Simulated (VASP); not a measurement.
Set up this calculation in VASP 6.6.1, as the native input.

```yaml
Task: relaxation of cell and atoms
Functional: LDA
Potentials_or_basis: VASP PAW LDA potentials, release 64 (Mo_sv, P)
Cutoff: 520 eV
k_mesh: 15 × 15 × 14
Occupations: gaussian, width 0.1 eV
Spin: no spin polarisation
Further_INCAR_settings: ALGO = Normal; EDIFF = 1e-07; IBRION = 2; EDIFFG = -0.002; NSW = 80; ISIF = 3
```

The structure of MoP lies in POSCAR:

```
MoP                                     
1.0
    3.1939846691      0.0000000000      0.0000000000
   -1.5969923346      2.7660718663      0.0000000000
    0.0000000000     -0.0000000000      3.1590503321
  Mo              P             
     1     1
Direct
     0.0000000000000000    0.0000000000000000    0.0000000000000000
     0.3333333300000021    0.6666666699999979    0.5000000000000000
```

These files were run (other wordings do the same):

INCAR

```
PREC = Accurate ; ENCUT = 520
EDIFF = 1E-7 ; ISMEAR = 0
SIGMA = 0.1 ; LREAL = F
LASPH = T ; NELM = 60
ALGO = Normal ; ISIF = 3
LWAVE = F ; LCHARG = F
GGA = CA ; IBRION = 2
NSW = 80 ; EDIFFG = -0.002
```

KPOINTS

```
regular mesh
0
Gamma
  15 15 14
```

Potentials or basis: VASP PAW LDA potentials, release 64 (Mo_sv, P).

The run is started by

```bash
$ cat potpaw_LDA.64/Mo_sv/POTCAR potpaw_LDA.64/P/POTCAR > POTCAR
$ mpirun -np 1 vasp_std > vasp.out
```

Results of the run:

```
Pressure after relaxing : 0.0 GPa
Band gap on the k mesh  : none (metal or under the smearing width)
```

Caveat: the relaxation stopped at its first step, so nothing moved.

Wall time 16 s on 1 thread of Intel(R) Xeon(R) 6975P-C (Granite Rapids), on a shared host, peak memory 0.19 GiB.
